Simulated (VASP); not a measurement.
PbF2 (Fluorocronite):

```
Pb F
1.0
     0.00000    2.94621    2.94621
     2.94621    0.00000    2.94621
     2.94621    2.94621    0.00000
Pb F
1 2
Direct
  0.00000 0.00000 0.00000
  0.25000 0.25000 0.25000
  0.75000 0.75000 0.75000
```

Base run:

* Program: VASP 6.6.1
* Functional: r2SCAN
* Potentials or basis: VASP PAW PBE potentials, release 64 (Pb_d, F)
* Cutoff: 520 eV
* k mesh: 8 × 8 × 8
* Occupations: gaussian, width 0.03 eV
* Spin: no spin polarisation

Its results: band gap on the k mesh 4.93 eV, indirect (least direct gap 5.07 eV); pressure 1.1 GPa.

Task: The run is repeated on the same cell with these changes: functional from r2SCAN to LDA; potentials or basis from VASP PAW PBE potentials, release 64 (Pb_d, F) to VASP PAW LDA potentials, release 64 (Pb_d, F). What comes out?

Result: Band gap on the k mesh 4.22 eV, indirect (least direct gap 4.38 eV); pressure -3.3 GPa.

Caveats: spin-orbit coupling is left out, which as a rule narrows the gap of such compounds by several tenths of an eV; the PAW data sets were made with another functional, which shifts forces and pressure a little (some runs).
